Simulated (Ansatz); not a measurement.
# PbSe: sound and stiffness along [100], [110] and [111]

These are results of DFT PBEsol, scalar-relativistic, plane waves, PAW (Ansatz), not measurements. Settings: 420 eV plane-wave cutoff, Γ-centred 10×10×10 mesh, Gaussian smearing of 0.01 eV. No spin polarisation.

Relaxed structure:
```
Pb Se
1.0
     0.00000    3.05155    3.05155
     3.05155    0.00000    3.05155
     3.05155    3.05155    0.00000
Pb Se
1 1
Direct
  0.00000 0.00000 0.00000
  0.50000 0.50000 0.50000
```

Spin–orbit coupling is left out, which can shift energies with elements as heavy as these.

With ions relaxed, on the cubic axes: C11 = 137.9, C12 = 11.6, C44 = 17.6 GPa. The density is 8.361 g/cm³.

Problem. Is the crystal stable against strain, and how anisotropic is it?

Solution. Born's conditions hold: C11 + 2C12 = 161.2, C11 − C12 = 126.3 and C44 = 17.6 GPa are all positive. B = (C11 + 2C12)/3 = 53.7 GPa. The two shear moduli are C44 and C′ = (C11 − C12)/2 = 63.1 GPa, so Zener's ratio is A = C44/C′ = 0.28: the shear C44 is the soft one, as in NaCl, KCl, the halide perovskites and the bcc metals V, Nb, Cr and Mo. The Cauchy pressure C12 − C44 is -6.0 GPa; it would vanish for pair forces between atoms on inversion centres at zero pressure, and a negative value is usual with directional bonding, though many-body forces give one in some ionic oxides too.

Problem. Give the sound speeds along the three symmetry directions.

Solution. The Christoffel equation gives ρv² for each branch:
```csv
direction,branch,ρv²,GPa,v (m/s)
[100],L,C11,137.9,4061
[100],T (×2),C44,17.6,1451
[110],L,(C11 + C12 + 2C44)/2,92.4,3324
[110],"T, u ∥ [001]",C44,17.6,1451
[110],"T, u ∥ [1-10]",(C11 − C12)/2,63.1,2748
[111],L,(C11 + 2C12 + 4C44)/3,77.2,3038
[111],T (×2),(C11 − C12 + C44)/3,48.0,2395
```

Problem. How does Young's modulus depend on direction?

Solution. Inverting gives S11 = 7.348, S12 = -0.572, S44 = 56.818 TPa⁻¹. Along a unit vector (l, m, n), 1/E = S11 − 2(S11 − S12 − S44/2)(l²m² + m²n² + n²l²), where the last bracket is 0, 1/4 and 1/3 for [100], [110] and [111]: E = 136, 57 and 48 GPa. With A < 1 the cube edge is stiffest. For a film on (001), the biaxial modulus is C11 + C12 − 2C12²/C11 = 148 GPa and the normal strain is −2C12/C11 = -0.17 times the in-plane one.

Cost: 2 runs of about 1.2 core-minutes in all, on Intel Xeon Platinum 8488C (Sapphire Rapids) (shared hosts).